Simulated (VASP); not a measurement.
# C (P6_3/mmc) in VASP: band structure with PBE

Aim: the band structure of C with PBE.

Program: VASP 6.6.1. These are calculated values, not measurements. Logs are shortened: lines on timing, memory, paths and dates and some standing lists are left out, and cuts for length are marked.

## (1) Starting point

Symmetry: P6_3/mmc, No. 194, hexagonal system. Conventional cell: a = 2.468 Å, b = 2.468 Å, c = 8.350 Å, α = 90.00°, β = 90.00°, γ = 120.00°. C (site symmetry -6m2) is surrounded by 3 C at 1.42 Å. Around C (site symmetry -6m2) lie 3 C at 1.42 Å.

## (2) Band structure, PBE

Contents of INCAR:

```
SYSTEM = C
  PREC = Accurate
  ENCUT = 520
  EDIFF = 1E-7
  ISMEAR = 0
  SIGMA = 0.02
  LREAL = .FALSE.
  LASPH = .TRUE.
  NELM = 80
  ALGO = Normal
  ISIF = 2
  LWAVE = .FALSE.
  LCHARG = .FALSE.
  GGA = PE
  NBANDS = 16
```

Contents of KPOINTS:

```
Automatic mesh
0
G
  15 15 4
  0 0 0
```

Contents of POSCAR:

```
C                                       
1.0
    2.4679187566     -0.0000000000     -0.0000000000
   -1.2339593782      2.1372803379      0.0000000000
    0.0000000000     -0.0000000000      8.3504542792
  C             
     4
Direct
     0.0000000000000000    0.0000000000000000    0.2500000000000000
     0.0000000000000000    0.0000000000000000    0.7500000000000000
     0.3333333300000021    0.6666666699999979    0.2500000000000000
     0.6666666699999979    0.3333333300000021    0.7500000000000000
```

Contents of KPOINTS_OPT:

```
path GMKGALHA,LM,KH
20
line-mode
reciprocal
 0.0000000000  0.0000000000  0.0000000000  G
 0.5000000000  0.0000000000  0.0000000000  M

 0.5000000000  0.0000000000  0.0000000000  M
 0.3333333333  0.3333333333  0.0000000000  K

 0.3333333333  0.3333333333  0.0000000000  K
 0.0000000000  0.0000000000  0.0000000000  G

 0.0000000000  0.0000000000  0.0000000000  G
 0.0000000000  0.0000000000  0.5000000000  A

 0.0000000000  0.0000000000  0.5000000000  A
 0.5000000000  0.0000000000  0.5000000000  L

 0.5000000000  0.0000000000  0.5000000000  L
 0.3333333333  0.3333333333  0.5000000000  H

 0.3333333333  0.3333333333  0.5000000000  H
 0.0000000000  0.0000000000  0.5000000000  A

 0.5000000000  0.0000000000  0.5000000000  L
 0.5000000000  0.0000000000  0.0000000000  M

 0.3333333333  0.3333333333  0.0000000000  K
 0.3333333333  0.3333333333  0.5000000000  H
```

Potentials or basis: VASP PAW PBE potentials, release 64 (C).

Command:

```bash
> cat potpaw_PBE.64/C/POTCAR > POTCAR
> mpirun -np 1 vasp_std > vasp.out
```

OUTCAR:

```text
SYSTEM = C
   PREC = Accurate
   ENCUT = 520
   EDIFF = 1E-7
   ISMEAR = 0
   LREAL = .FALSE.
   LASPH = .TRUE.
   NELM = 80
   ISIF = 2
   GGA = PE

 ion  position               nearest neighbor table
   1  0.000  0.000  0.250-   3 1.42   3 1.42   3 1.42
   2  0.000  0.000  0.750-   4 1.42   4 1.42   4 1.42
   3  0.333  0.667  0.250-   1 1.42   1 1.42   1 1.42
   4  0.667  0.333  0.750-   2 1.42   2 1.42   2 1.42

  LATTYP: Found a hexagonal cell.
 ALAT       =     2.4679187566
 C/A-ratio  =     3.3836017725

  Lattice vectors:

 A1 = (   2.4679187566,   0.0000000000,   0.0000000000)
 A2 = (  -1.2339593782,   2.1372803379,   0.0000000000)
 A3 = (   0.0000000000,   0.0000000000,   8.3504542792)

Analysis of symmetry for initial positions (statically):
=====================================================================
 Subroutine PRICEL returns:
 Original cell was already a primitive cell.

 Routine SETGRP: Setting up the symmetry group for a
 hexagonal supercell.

 Subroutine GETGRP returns: Found 24 space group operations
 (whereof 12 operations were pure point group operations)
 out of a pool of 24 trial point group operations.

The static configuration has the point symmetry D_3d.
 The point group associated with its full space group is D_6h.

Analysis of symmetry for dynamics (positions and initial velocities):
=====================================================================
 Subroutine PRICEL returns:
 Original cell was already a primitive cell.

 Routine SETGRP: Setting up the symmetry group for a
 hexagonal supercell.

 Subroutine GETGRP returns: Found 24 space group operations
 (whereof 12 operations were pure point group operations)
 out of a pool of 24 trial point group operations.

The dynamic configuration has the point symmetry D_3d.
 The point group associated with its full space group is D_6h.

 Subroutine INISYM returns: Found 24 space group operations
 (whereof 12 operations are pure point group operations),
 and found     1 'primitive' translations

----------------------------------------------------------------------------------------

                                     Primitive cell

  volume of cell :      44.0456

[... 84 lines left out ...]
   ISTART =      0    job   : 0-new  1-cont  2-samecut
   ICHARG =      2    charge: 1-file 2-atom 10-const
   ISPIN  =      1    spin polarized calculation?
   LNONCOLLINEAR =      F non collinear calculations
   LSORBIT =      F    spin-orbit coupling
   LASPH  =      T    aspherical Exc in radial PAW
   ENCUT  =  520.0 eV  38.22 Ry    6.18 a.u.   4.59  4.59 15.53*2*pi/ulx,y,z
   NELM   =     80;   NELMIN=  2; NELMDL= -5     # of ELM steps
   EDIFF  = 0.1E-06   stopping-criterion for ELM
   LREAL  =      F    real-space projection
   EDIFFG = 0.1E-05   stopping-criterion for IOM
   NSW    =      0    number of steps for IOM
   IBRION =     -1    ionic relax: 0-MD 1-quasi-New 2-CG
   NFREE  =      0    steps in history (QN), initial steepest desc. (CG)
   ISIF   =      2    stress and relaxation
   ISYM   =      2    0-nonsym 1-usesym 2-fastsym
   POTIM  = 0.5000    time-step for ionic-motion
   TEBEG  =    0.0;   TEEND  =   0.0 temperature during run
   PSTRESS=    0.0 pullay stress
   NELECT =      16.0000    total number of electrons
   NUPDOWN=      -1.0000    fix difference up-down
   EMIN   =  10.00;   EMAX   =-10.00  energy-range for DOS
   EFERMI =   0.00;   METHOD = LEGACY
   ISMEAR =     0;   SIGMA  =   0.02  broadening in eV -4-tet -1-fermi 0-gaus
   EFERMI_NEDOS =   21; number of points for ismear=-14 and -15
   IALGO  =     38    algorithm
   IMIX   =      4    mixing-type and parameters
     AMIX     =   0.40;   BMIX     =  1.00
     AMIX_MAG =   1.60;   BMIX_MAG =  1.00
  volume/ion in A,a.u.               =      11.01        74.31
  Fermi-wavevector in a.u.,A,eV,Ry     =   1.168102  2.207392 18.564628  1.364462
  Thomas-Fermi vector in A             =   2.304593
   LORBIT       =      0    0 simple, 1 ext, 2 COOP (PROOUT), +10 PAW based schemes
   GGA     = PE    functional components
   LHFCALC =     F    Hartree Fock is set to
   AEXX    =    0.0000 exact exchange contribution
   IVDW    =     0    specifies the selected vdW correction
   LEPSILON=     F    determine dielectric tensor
   LRPA    =     F    only Hartree local field effects (RPA)
 non-spin polarized calculation
 Gauss-broadening in eV      SIGMA  =   0.02
  energy-cutoff  :      520.00
  volume of cell :       44.05
 maximum number of plane-waves:      1212
   NGX =  9   NGY =  9   NGZ = 31

 number of electron      15.9999993 magnetization

 Free energy of the ion-electron system (eV)
  ---------------------------------------------------
  ext. energy  EPLUGINS =         0.00000000
  ---------------------------------------------------
  free energy    TOTEN  =       -36.90078903 eV

  energy without entropy =      -36.90053853  energy(sigma->0) =      -36.90066378

 E-fermi :   2.9306     XC(G=0):  -8.8512

 val. band max:        2.9299843423   @ k =   0.3333   0.3333   0.5000
 cond. band min:       2.9307231149   @ k =   0.3333   0.3333   0.2500
 fundamental gap:      0.0007387726
 Fermi energy:         2.9305721186

 k-point     1 :       0.0000    0.0000    0.0000
  band No.  band energies     occupation
      1     -16.5913      2.00000
      2     -16.5472      2.00000
      3      -4.9380      2.00000
      4      -4.3834      2.00000
      5      -0.1131      2.00000
      6      -0.1131      2.00000
[... 433 lines left out ...]
      3      -9.7418      2.00000
      4      -9.7325      2.00000
      5      -5.9071      2.00000
      6      -5.8952      2.00000
[... 8 lines left out ...]
     15      14.4554      0.00000
     16      14.7198      0.00000

 [... further k-points ...]
[... 5 lines left out ...]
  --------------------------------------------------------------------------------------
  -------------------------------------------------------------------------------------
  Total        0.0036627      0.0036627      0.0019674      0.0000000     -0.0000000      0.0000000
  in kB        0.1332308      0.1332308      0.0715645      0.0000000     -0.0000000      0.0000000
  external PRESSURE =       0.1126754 kB  Pullay stress =       0.0000000 kB

 VOLUME and BASIS-vectors are now :
 -----------------------------------------------------------------------------
  energy-cutoff  :      520.00
  volume of cell :       44.05
      direct lattice vectors                 reciprocal lattice vectors
     2.467918757  0.000000000  0.000000000     0.405199724  0.233942170  0.000000000
    -1.233959378  2.137280338  0.000000000     0.000000000  0.467884340  0.000000000
     0.000000000  0.000000000  8.350454279     0.000000000  0.000000000  0.119753964

 POSITION                                       TOTAL-FORCE (eV/Angst)
 -----------------------------------------------------------------------------------
      0.00000      0.00000      2.08761        -0.000000      0.000000     -0.000000
      0.00000      0.00000      6.26284         0.000000      0.000000     -0.000000
     -0.00000      1.42485      2.08761        -0.000000      0.000000      0.000000
      1.23396      0.71243      6.26284        -0.000000      0.000000     -0.000000
 -----------------------------------------------------------------------------------
    total drift:                               -0.000000      0.000000      0.000000

  FREE ENERGIE OF THE ION-ELECTRON SYSTEM (eV)
  ---------------------------------------------------
  free  energy   TOTEN  =       -36.9007890283 eV

  energy  without entropy=      -36.9005385292  energy(sigma->0) =      -36.90066378
```

OSZICAR:

```text
N       E                     dE             d eps       ncg     rms          rms(c)
DAV:   1     0.438203722496E+02    0.43820E+02   -0.76790E+03  2608   0.895E+02
DAV:   2    -0.358631858389E+02   -0.79684E+02   -0.72529E+02  3616   0.191E+02
DAV:   3    -0.393357870679E+02   -0.34726E+01   -0.34489E+01  3600   0.382E+01
[... 32 lines left out ...]
       N       E                     dE             ncg
DAV:   1     0.432684471606E+05   -0.16166E+05      576
DAV:   2     0.421352937882E+05   -0.11332E+04      696
DAV:   3     0.420967011618E+05   -0.38593E+02      840
DAV:   4     0.420963584768E+05   -0.34268E+00      792
DAV:   5     0.420963530851E+05   -0.53918E-02      848
DAV:   6     0.420963529587E+05   -0.12639E-03      800
DAV:   7     0.420963529550E+05   -0.36541E-05      832
DAV:   8     0.420963529549E+05   -0.10752E-06      712
DAV:   9     0.420963529549E+05   -0.96406E-08      688
```

It took 44 s on 1 thread of Intel Xeon 6975P-C (Granite Rapids), shared host; peak memory 0.2 GiB.

Results:

| Property | Result |
| --- | --- |
| Free energy | -36.9008 eV |
| Pressure | 0.0 GPa |
| Band gap along the path | none (metal or under the smearing width) |

Levels at the corners of the path, in eV from the Fermi level:
```
point  band 5  band 6  band 7  band 8  band 9  band 10  band 11  band 12
    Γ   -3.04   -3.04   -3.04   -3.04    3.15     6.65     8.29     8.29
    M   -6.41   -6.41   -2.44   -2.27    1.57     1.81     7.31     7.38
    M   -6.41   -6.41   -2.44   -2.27    1.57     1.81     7.31     7.38
    K  -10.54  -10.54   -0.15    0.00    0.00     0.16    10.68    10.68
    K  -10.54  -10.54   -0.15    0.00    0.00     0.16    10.68    10.68
    Γ   -3.04   -3.04   -3.04   -3.04    3.15     6.65     8.29     8.29
    Γ   -3.04   -3.04   -3.04   -3.04    3.15     6.65     8.29     8.29
    A   -3.04   -3.04   -3.04   -3.04    4.50     4.50     8.29     8.29
    A   -3.04   -3.04   -3.04   -3.04    4.50     4.50     8.29     8.29
    L   -6.41   -6.41   -2.36   -2.36    1.67     1.67     7.35     7.35
    L   -6.41   -6.41   -2.36   -2.36    1.67     1.67     7.35     7.35
    H  -10.54  -10.54    0.00    0.00    0.00     0.00    10.39    10.39
    H  -10.54  -10.54    0.00    0.00    0.00     0.00    10.39    10.39
    A   -3.04   -3.04   -3.04   -3.04    4.50     4.50     8.29     8.29
    L   -6.41   -6.41   -2.36   -2.36    1.67     1.67     7.35     7.35
    M   -6.41   -6.41   -2.44   -2.27    1.57     1.81     7.31     7.38
    K  -10.54  -10.54   -0.15    0.00    0.00     0.16    10.68    10.68
    H  -10.54  -10.54    0.00    0.00    0.00     0.00    10.39    10.39
```

Caveat: this functional lacks dispersion, which binds the layers, so the pressure and a relaxed spacing across them are unreliable.
